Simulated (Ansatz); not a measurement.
GeO$_{2}$ (rutile)

```xyz
12
Lattice="8.9750 0.0000 0.0000 0.0000 4.4875 0.0000 0.0000 0.0000 2.9050" Properties=species:S:1:pos:R:3 pbc="T T T"
Ge     0.0000     0.0000     0.0000
Ge     4.4875     0.0000     0.0000
Ge     2.2438     2.2438     1.4525
Ge     6.7313     2.2438     1.4525
O      1.3783     1.3783     0.0000
O      5.8658     1.3783     0.0000
O      3.6221     0.8654     1.4525
O      8.1096     0.8654     1.4525
O      0.8654     3.6221     1.4525
O      5.3529     3.6221     1.4525
O      3.1092     3.1092     0.0000
O      7.5967     3.1092     0.0000
```

The atoms are displaced by Q × the pattern below (from a DFPT mode at X = (0.5, 0.0, 0.0), largest move 1; Q in Å), at fixed cell. It is one choice among 2 degenerate patterns. (q is in reciprocal vectors of the primitive cell; the cell shown is doubled to hold the pattern.)

| atom | x | y | z |
|---|---|---|---|
| Ge1 | 0.000 | 0.000 | 1.000 |
| Ge2 | 0.000 | 0.000 | -1.000 |
| Ge3 | 0.000 | 0.000 | -0.259 |
| Ge4 | 0.000 | 0.000 | 0.259 |
| O5 | 0.000 | 0.000 | 0.068 |
| O6 | 0.000 | 0.000 | -0.068 |
| O7 | 0.000 | 0.000 | -0.726 |
| O8 | 0.000 | 0.000 | 0.726 |
| O9 | 0.000 | 0.000 | 0.602 |
| O10 | 0.000 | 0.000 | -0.602 |
| O11 | 0.000 | 0.000 | -0.411 |
| O12 | 0.000 | 0.000 | 0.411 |

All values below come from PBE (plane waves to 420 eV, PAW, scalar-relativistic; Ansatz, a first-principles code). k mesh 4×8×11 (Γ-centred), Fermi-Dirac smearing 0.05 eV. E stands for the smeared free energy. GeO2 was relaxed with its symmetry unable to fall. The zero of ΔE is the undisplaced structure.

Predict the ΔE (meV/cell) and −dE/dQ from forces (eV/Å) at Q (Å) = -0.280, -0.187, -0.093, 0.140, 0.233, 0.280.


```json
[
 {"Q (Å)": "-0.280", "ΔE (meV/cell)": "599", "−dE/dQ from forces (eV/Å)": "4.272"},
 {"Q (Å)": "-0.187", "ΔE (meV/cell)": "266", "−dE/dQ from forces (eV/Å)": "2.852"},
 {"Q (Å)": "-0.093", "ΔE (meV/cell)": "67", "−dE/dQ from forces (eV/Å)": "1.426"},
 {"Q (Å)": "0.140", "ΔE (meV/cell)": "150", "−dE/dQ from forces (eV/Å)": "-2.139"},
 {"Q (Å)": "0.233", "ΔE (meV/cell)": "416", "−dE/dQ from forces (eV/Å)": "-3.563"},
 {"Q (Å)": "0.280", "ΔE (meV/cell)": "599", "−dE/dQ from forces (eV/Å)": "-4.272"}
]
```

(A displaced cell: forces are minus the slopes of the energy, force constants its curvatures, and phonons follow from these.)
